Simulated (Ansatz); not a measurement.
## Self-consistent states of CoO from different starts

The cell (2 atoms) is CoO as a test cell of our own (not relaxed).

```
Co O
1.0
     0.00000    2.13000    2.13000
     2.13000    0.00000    2.13000
     2.13000    2.13000    0.00000
Co O
1 1
Direct
  0.00000 0.00000 0.00000
  0.49376 0.53563 0.51208
```

Numbers behind element symbols give the atom's place in this list.

Theory: Ansatz, DFT, PBE+U, norm-conserving potentials, plane waves, scalar-relativistic.

```
Hubbard term (Dudarev form) : U − J = 4 eV on Co d
Plane-wave cutoff           : 1306 eV
k-point mesh                : spacing 0.3 per Å
Occupations                 : Fermi–Dirac smearing, 0.1 eV
```

Moments by site are taken inside atomic spheres; the rest lies between them.

A static U favours moments and orbital order; the result depends on U and need not be the measured state. With one magnetic atom in the cell its copies can only be parallel; orders in a larger cell may lie lower.

The default search lets the program follow hints of a lower state (another filling of open shells, a soft direction), where it sees any. The standard search can try other orders and fillings too, with no guarantee of the lowest state. With a search on, the program may also reshape the start on open shells.

| start | iterations | final moments of Co1 O2 (μB) | total (μB) | F − F(lowest) (meV/atom) |
| --- | --- | --- | --- | --- |
| occupation matrices typed (Co1 up full, Co1 down 2.28 in mixed orbitals), default search for lower states [spin density started apart from these, at Co1 3.00 μB] | 16 | 2.57 0.22 | 3.00 | 0.0 |
| occupation matrices typed (Co1 up full, Co1 down 2.28 in mixed orbitals), occupations held until converged, default search for lower states [spin density started apart from these, at Co1 3.00 μB] | 22 | 2.57 0.22 | 3.00 | 0.0 |
| standard search for lower states [Co1 3.00 μB] | 47 | 2.57 0.22 | 3.00 | 1.3 |

Distinct self-consistent solutions found: 2, from 3 converged runs. The lowest is spin-polarised, site moments Co1 2.57, O2 0.22 μB, total 3.00 μB per cell; it was reached by 2 starts. These are lowest states among those tried, not proven ground states. States within about 5 meV/atom are too close for this mesh, smearing and search to settle their order.
